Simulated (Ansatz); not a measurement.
From LDA to G0W0: Si7H4C7 (hydrogen-terminated (110) film, 7 layers). The cell holds 18 atoms: 7 Si, 7 C and 4 H. Its edges and angles: a = 3.083 Å, b = 4.360 Å, c = 46.400 Å, α = 90.0°, β = 90.0°, γ = 90.0°. It derives from SiC. Vacuum lies along c. The calculation used G0W0 on LDA, plane waves, PAW; PAW set soft_1 (and 1 further level or step) in Ansatz 0.2.0, with cutoff 420 eV, 6×4×1 k-mesh, PAW set soft 1, empty bands 919, screening cutoff 75 eV, screening contour deformation, QP bands (v4, c4), strain 0, termination H in one of its runs. The LDA gap over mesh and path is 1.767 eV, from k = Γ to k = (0.500, 0.000, 0.000). The G0W0@LDA gap over 5 of 12 irreducible mesh points is 2.888 eV, from k = Γ to k = (-0.500, 0.000, 0.000). The GW settings are 6×4×1 mesh, 919 empty bands, screening to 75 eV, PAW set soft_1 files. The known limits are finite bands, screening cutoff and k mesh; no spin-orbit coupling in G0W0. It took 2 runs, 1.7 min in all on 1 × NVIDIA H100 80GB HBM3 (shared by 6 runs) with 3 threads of AMD EPYC 7R13 (Zen 3), shared host (the runs of this entry). Over 5 of 12 irreducible mesh points the G0W0 gap is 2.888 eV, from k = Γ to k = (-0.500, 0.000, 0.000). The LDA gap of this run on the mesh is 1.767 eV. The two states that bound the G0W0 gap lie that far apart at the start, so the correction of the gap is 2.888 − 1.767 = +1.121 eV. The valence state moves by −5.597 − (−5.304) = −0.293 eV and the conduction state by −2.709 − (−3.537) = +0.828 eV, on the run's own scale; with 401 bands the edge states move by +0.141 and +1.026 eV, so the split between the edges depends on the bands and cutoff. Values taken over the cell's volume include its vacuum. The program's warnings: device shed. The structure was relaxed with LDA (ions only). Limits: coarse mesh for a sheet. From 401 bands and 41 eV to 949 bands and 75 eV the gap moves by 2.888 − 2.653 = +0.235 eV; bands and screening cutoff rise together, so their parts are not told apart. Two runs can't test a law of convergence, so the limit is not known.

Quasiparticle gap of Si3H4C3 (hydrogen-terminated (110) film, 3 layers). The cell holds 10 atoms: 3 Si, 3 C and 4 H. Its edges and angles: a = 3.083 Å, b = 4.360 Å, c = 34.200 Å, α = 90.0°, β = 90.0°, γ = 90.0°. It derives from SiC. Vacuum lies along c. The calculation used DFT, LDA, plane waves, PAW; PAW set soft_1 (and 1 further level or step) in Ansatz 0.2.0, with cutoff 420 eV, 6×4×1 k-mesh, smearing width 0.02 eV, PAW set soft 1, strain 0, termination H in one of its runs. The LDA gap over mesh and path is 2.628 eV, from k = Γ to k = (0.500, 0.000, 0.000) and the G0W0@LDA gap over 5 of 12 irreducible mesh points is 4.322 eV, from k = Γ to k = (-0.500, 0.000, 0.000). The GW settings are 6×4×1 mesh, 678 empty bands, screening to 75 eV, PAW set soft_1 files and the known limits are finite bands, screening cutoff and k mesh; no spin-orbit coupling in G0W0. It took 2 runs, 85 s in all on 1 × NVIDIA H100 80GB HBM3 (shared by 6 runs) with 3 threads of AMD EPYC 7R13 (Zen 3), shared host (the runs of this entry). Over 5 of 12 irreducible mesh points the G0W0 gap is 4.322 eV, from k = Γ to k = (-0.500, 0.000, 0.000). The LDA gap of this run on the mesh is 2.628 eV. The two states that bound the G0W0 gap lie that far apart at the start, so the correction of the gap is 4.322 − 2.628 = +1.694 eV. The valence state moves by −6.042 − (−5.470) = −0.572 eV and the conduction state by −1.720 − (−2.842) = +1.122 eV, on the run's own scale; with 288 bands the edge states move by −0.145 and +1.289 eV, so the split between the edges depends on the bands and cutoff. The program's warnings: xc potential rough in thin density. The structure was relaxed with LDA (ions only). From 288 bands and 41 eV to 692 bands and 75 eV the gap moves by 4.322 − 4.062 = +0.260 eV; bands and screening cutoff rise together, so their parts are not told apart. Two runs can't test a law of convergence, so the limit is not known.

From LDA to G0W0: Si5H4C5 (hydrogen-terminated (110) film, 5 layers). The cell holds 14 atoms: 5 Si, 5 C and 4 H. Its edges and angles: a = 3.083 Å, b = 4.360 Å, c = 40.300 Å, α = 90.0°, β = 90.0°, γ = 90.0°. It derives from SiC. Vacuum lies along c. The calculation used G0W0 on LDA, plane waves, PAW; PAW set soft_1 (and 1 further level or step) in Ansatz 0.2.0, with cutoff 420 eV, 6×4×1 k-mesh, PAW set soft 1, empty bands 798, screening cutoff 75 eV, screening contour deformation, QP bands (v4, c4), strain 0, termination H in one of its runs. The LDA gap over mesh and path is 2.016 eV, from k = Γ to k = (0.500, 0.000, 0.000), the G0W0@LDA gap over 8 of 12 irreducible mesh points is 3.327 eV, from k = Γ to k = (-0.500, 0.000, 0.000) and the GW settings are 6×4×1 mesh, 798 empty bands, screening to 75 eV, PAW set soft_1 files. The known limits are finite bands, screening cutoff and k mesh; no spin-orbit coupling in G0W0. It took 2 runs, 2.3 min in all on 1 × NVIDIA H100 80GB HBM3 (shared by 6 runs) with 3 threads of AMD EPYC 7R13 (Zen 3), shared host (the runs of this entry). Over 8 of 12 irreducible mesh points the G0W0 gap is 3.327 eV, from k = Γ to k = (-0.500, 0.000, 0.000). The LDA gap of this run on the mesh is 2.016 eV. The two states that bound the G0W0 gap lie that far apart at the start, so the correction of the gap is 3.327 − 2.016 = +1.311 eV. The valence state moves by −5.721 − (−5.339) = −0.382 eV and the conduction state by −2.394 − (−3.322) = +0.928 eV, on the run's own scale; with 344 bands the edge states move by +0.050 and +1.118 eV, so the split between the edges depends on the bands and cutoff. Values taken over the cell's volume include its vacuum. The structure was relaxed with LDA (ions only). Limits: coarse mesh for a sheet. From 344 bands and 41 eV to 820 bands and 75 eV the gap moves by 3.327 − 3.084 = +0.243 eV; bands and screening cutoff rise together, so their parts are not told apart. Two runs can't test a law of convergence, so the limit is not known.

[Runs of the session that timed out or met a known fault of the program may be left out.]

[Cells called generated may have been cut or substituted from an entry of the Crystallography Open Database or the Materials Project.]

[Hosts, paths, dates, database ids (printed as entryN), source tags and the programs' standing remarks are cut or masked in the printed files.]
